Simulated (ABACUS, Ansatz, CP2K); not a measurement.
The equilibrium volume of ZnSe, sorted by core time

**What was measured.** The equilibrium volume of ZnSe (Stilleite) (F-43m) is reported as 22.75 Å³/atom (pmc:9320402, doi:10.3390/ma15145002). The runs below try to reproduce it.

It takes space group F-43m (No. 216, cubic). The conventional cell has a = 5.668 Å, b = 5.668 Å, c = 5.668 Å, α = 90.00°, β = 90.00°, γ = 90.00°. Around Se (site symmetry -43m) lie 4 Zn at 2.45 Å. Zn (site symmetry -43m) is surrounded by 4 Se at 2.45 Å.

```tsv
rung	level	program and potentials	cutoff (eV)	k mesh	smearing	task	core time	chip	equilibrium volume (Å³/atom)	miss	notes
GGA + dispersion	revPBE+D3(BJ)	Ansatz, Ansatz PAW	420	8 × 8 × 8	fermi-dirac 0.05	relaxation of cell and atoms	6.6 s	AMD EPYC 7B13 Zen 3	22.27	-2.1 %	potentials made for PBE, which Ansatz adapts in part
GGA + dispersion	BLYP+D4	Ansatz, Ansatz PAW	420	8 × 8 × 8	fermi-dirac 0.05	relaxation of cell and atoms	6.7 s	AMD EPYC 7B13 Zen 3	22.99	+1.1 %	potentials made for PBE, which Ansatz adapts in part
GGA + dispersion	PBEsol+D3(BJ)+ATM	Ansatz, Ansatz PAW	420	8 × 8 × 8	fermi-dirac 0.05	relaxation of cell and atoms	16 s	Intel Xeon	21.77	-4.3 %	potentials made for PBE, which Ansatz adapts in part
meta-GGA	r2SCAN	Ansatz, Ansatz PAW	500	8 × 8 × 8	fermi-dirac 0.05	equation of state	39 s	Intel Xeon	22.73	-0.1 %	potentials made for PBE, which Ansatz adapts in part
GGA + dispersion	PBEsol+D4	Ansatz, all-electron LAPW, scalar-relativistic	-	8 × 8 × 8	fermi-dirac 0.05	relaxation of cell and atoms	67 s	Intel Xeon Skylake/Cascade Lake	21.92	-3.6 %	-
hybrid	PBEsol0	Ansatz, Ansatz PAW	420	4 × 4 × 4	fermi-dirac 0.05	relaxation of cell and atoms	2.4 min	Intel Xeon Skylake/Cascade Lake	22.40	-1.5 %	coarse mesh; potentials made for PBE, which Ansatz adapts in part
hybrid	BHLYP	Ansatz, Ansatz PAW	420	4 × 4 × 4	fermi-dirac 0.05	equation of state	2.5 min	Arm Neoverse V1	23.88	+5.0 %	coarse mesh; potentials made for PBE, which Ansatz adapts in part
hybrid	CAM-B3LYP	Ansatz, Ansatz PAW	420	4 × 4 × 4	fermi-dirac 0.05	equation of state	2.9 min	Arm Neoverse V1	23.26	+2.2 %	coarse mesh; potentials made for PBE, which Ansatz adapts in part
GGA	PBEsol	ABACUS, PseudoDojo NC SR 0.4.1 PBEsol standard, plane waves	1184	8 × 8 × 8	fermi-dirac 0.05	equation of state	8.4 min	AMD EPYC 7R43 Zen 3	22.33	-1.8 %	-
GGA	PBEsol	CP2K, POTENTIAL_UZH Se GTH-PBE-q6, Zn GTH-PBE-q12; TZVP-MOLOPT-PBE-GTH basis	-	8 × 8 × 8	fermi-dirac 0.1	equation of state	9 min	Intel Xeon Platinum 8259CL Skylake/Cascade Lake	22.74	-0.0 %	atomic basis; potentials made for PBE
meta-GGA	MS2	CP2K, POTENTIAL_UZH Se GTH-SCAN-q6, Zn GTH-SCAN-q12; TZVP-MOLOPT-SCAN-GTH basis	-	8 × 8 × 8	fermi-dirac 0.05	equation of state	12 min	Intel Xeon 6975P-C Granite Rapids	22.96	+0.9 %	atomic basis
```

Times are single runs on shared hosts and different chips, so they are rough; meshes, cutoffs and the tasks' sizes weigh on the time. All rows: no spin polarisation. Smearing widths are in eV. Meshes differ between rows, which moves values too. Meshes are those of the run's cell of 2 atoms unless a note names another. Relaxations start from the cell shown or near it and stop with a little pressure left. Misses use the values as printed. Runs on faulty files, with rough fits or with known faults for this quantity aren't shown. No row holds spin-orbit coupling.

By rung: GGA + dispersion 21.77 to 22.99; GGA 22.33; meta-GGA 22.73; GGA in atomic bases 22.74; meta-GGA in atomic bases 22.96; hybrid on coarse meshes 22.40 to 23.88 (Å³/atom). Measured: 22.75 Å³/atom (pmc:9320402, doi:10.3390/ma15145002). Closest, coarse meshes and atomic bases left aside, is r2SCAN (-0.1 %). The runs are for a static lattice, while measurements hold temperature and zero-point motion.
